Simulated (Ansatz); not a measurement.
# Zr/GaN/Hf: predicting the conductance of a thicker barrier

How it was computed: Ansatz 0.2.0, plane waves with PAW datasets, PBE. Interfaces are relaxed in a short slab (with D3(BJ) where the barrier is layered), set between ideal electrode layers that go on as semi-infinite leads, and the zero-bias conductance G at 300 K comes from T(E) on a typed mesh. The error is the largest of the program's estimates from energy step, mesh, the leads' potential steps and neutrality; its separate bound for narrow resonances between the energies solved isn't counted and can be far larger. The lower electrode is Zr (hcp 0001), the upper Hf (hcp 0001) and the barrier GaN (wurtzite 0001), on a net of side 3.22 Å; d is the distance between the electrodes' last planes.

The runs shown:

```tsv
planes in the barrier	d (Å)	G (S/m²)	error (%)	lead step (meV)
4	7.81	2.75e13	44	68
8	13.06	2.60e12	59	68
12	18.31	2.37e11	47	68
```

**Question.** A further run has 16 planes, d = 23.56 Å. Fit G ∝ exp(−βd) to the rows shown and predict its conductance.

A: Take y = ln G: 30.94, 28.59 and 26.19. The means are d = 13.06 Å and y = 28.57; Σ(Δd Δy) = −24.96 and Σ(Δd)² = 55.12, so the slope is −0.453 Å⁻¹ (β = 0.453 Å⁻¹). At d = 23.56 Å, y = 28.57 − 0.453 × 10.50 = 23.82, or G = 2.21e10 S/m².

**The withheld run.** The run gave 2.84e10 S/m², with an error estimate of 45 % and a lead step of 68 meV. The prediction is 0.779 times that, too low by 22 %. That lies within the runs' own error estimates, carried through the fit.

**Limits.** The interfaces are ideal, one cell wide, strained to a common net and relaxed from one registry with their symmetry kept. PBE's gaps are too small, so true decay constants are likely larger where the Fermi level lies deep in a gap. No spin-orbit coupling, phonons, disorder or image charges enter. The rows shown are chosen by tests on error estimates (under 100 to 120 %), lead steps (under 150 meV, though the program warns over 25), intact interfaces and, for fits, a steady trend in the rows shown; the data set holds 414 series of this kind, and not all pass.

[Logs are printed without paths, hosts, clocks, repeated set-up lines and the standing remarks that a program may print on its own settings, such as how far it seeks lower states.]
